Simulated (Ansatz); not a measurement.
# WS2 (Tungstenite): the cost of one run

Method: DFT PBEsol, scalar-relativistic, plane waves, PAW, in Ansatz 0.2.0.

1 further run of the same task is left out (set aside as unsound or not needed).

## 1. The starting structure

The structure is trigonal, space group R3m (No. 160). The conventional cell has a = 3.148 Å, b = 3.148 Å, c = 19.111 Å, α = 90.00°, β = 90.00°, γ = 120.00°. W (site symmetry 3m) is surrounded by 6 S at 2.40 Å. Around S (site symmetry 3m) lie 3 W at 2.40 Å.

Coordinates:

```cif
data_structure
_symmetry_space_group_name_H-M 'R3m:H'
_symmetry_Int_Tables_number 160
_cell_length_a 3.1476
_cell_length_b 3.1476
_cell_length_c 19.1114
_cell_angle_alpha 90.000
_cell_angle_beta 90.000
_cell_angle_gamma 120.000
_cell_volume 163.98
loop_
_atom_site_label
_atom_site_type_symbol
_atom_site_symmetry_multiplicity
_atom_site_Wyckoff_symbol
_atom_site_fract_x
_atom_site_fract_y
_atom_site_fract_z
_atom_site_occupancy
W1 W 3 a 0.66667 0.33333 0.33266 1
S1 S 3 a 0.66667 0.33333 0.08130 1
S2 S 3 a 0.33333 0.66667 0.25068 1
```

It is the result of an earlier relaxation at this level (volume 18.22 Å³/atom; gap on the mesh: 1.15 eV).

## 2. Bands, states and charges

Contents of input.yaml:

```yaml
crystal:
  lattice:
    - [1.5738035139, 0.9086358824, 6.3704662256]
    - [-1.5738035139, 0.9086358824, 6.3704662256]
    - [0.0, -1.8172717648, 6.3704662257]
  atoms:
    - { symbol: W, position: [0.0006715131, 0.0006715131, 0.0006715131] }
    - { symbol: S, position: [0.2520369936, 0.2520369936, 0.2520369936] }
    - { symbol: S, position: [0.4159914932, 0.4159914932, 0.4159914932] }
basis:
  ecutwfc: 420
kpoints:
  mp_grid: { grid: [12, 12, 12] }
  band_path:
    path:
      - [[0.0, 0.0, 0.0], [-0.5, -0.5, -0.5], [-0.5, -0.18022936, -0.81977064]]
      - [[-0.18022936, 0.18022936, -0.5], [0.0, 0.0, -0.5], [0.0, 0.0, 0.0], [0.0, 0.34011468, -0.34011468]]
      - [[-0.34011468, 0.0, -0.65988532], [-0.5, 0.0, -0.5], [0.0, 0.0, 0.0]]
    npoints: 14
hamiltonian:
  xc: pbesol
scf:
  occupations: { method: gaussian, width: 0.02 }
  n_extra_bands: 7
output:
  forces: true
  stress: true
  eigenvalues: true
  populations: true
  dos: { projected: true, de: 0.02, nscf_kmesh: { grid: [18, 18, 18] } }
  bader: true
  write_density: true
  write_potential: true
  elf: true
  volumetric_format: npy
```

Command:

```sh
ansatz run input.yaml --threads 1 --pin off --max-ram 2560MiB --backend cpu --events-out ev --progress --plain --runs-dir out
```

**Question.** How long does this run take on 1 thread of Intel Xeon Platinum 8488C (Sapphire Rapids), shared host, and how much memory does it need?

About 77 s, with a peak of 0.67 GiB.
